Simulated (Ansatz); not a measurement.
## TiSi$_{2}$: a vibration from a frozen displacement

These are results of DFT PBE, scalar-relativistic, plane waves, PAW (Ansatz 0.2.0), not measurements. Settings: plane waves to 420 eV, k-mesh 14×14×14 (Γ-centred), Gaussian smearing 0.15 eV. No spin polarisation. Energies are free energies at this smearing, counted from the undisturbed cell; pressure is positive in compression.

The undisturbed cell (relaxed at this level; this form isn't the usual structure):

```
Ti Si
1.0
     1.77380   -6.78034    0.00000
     1.77380    6.78034    0.00000
     0.00000    0.00000    3.57922
Ti Si
2 4
Direct
  0.89682 0.10318 0.75000
  0.10318 0.89682 0.25000
  0.55915 0.44085 0.75000
  0.44085 0.55915 0.25000
  0.24983 0.75017 0.75000
  0.75017 0.24983 0.25000
```

Atom 5 (Si) is moved by x along the Cartesian unit vector (0.000, 0.000, 1.000); the cell and all other atoms stay fixed. The cell's volume is 86.09 Å³; the moved atoms weigh 28.085 u together and the others 179.989 u.

```
  x (Å)  ΔE (meV/cell) total force on the moved atoms along the move (eV/Å) pressure (GPa)
-0.1000          37.99                                                0.7636          0.2563
-0.0500           9.46                                                0.3789          0.0629
 0.0000           0.00                                                0.0000         -0.0016
 0.0750          21.32                                               -0.5702          0.1435
```

**Question.** What frequency belongs to this motion?

**Answer.** The force constant is k = −dF/dx = 7.588 eV/Å², from the parabola through x = -0.0500, 0 and 0.0750. In every cell the moved atoms swing against the rest, so the mass is μ = m₁m₂/(m₁ + m₂) = 24.294 u, and ν̃ = 521.5 cm⁻¹ × √(|k|/μ) = 291 cm⁻¹. The pattern needn't be a normal mode: ν̃² is then a weighted mean of the squared nonzero frequencies at the zone centre of this cell, so it lies between the lowest and the highest of them.

**Question.** How far does the harmonic law reach?

**Answer.** At x = -0.100 Å, kx²/2 = 37.94 meV against the computed 37.99 meV (+0.1 %): the well is still close to harmonic there.

In a metal these slopes depend on the k mesh and the smearing.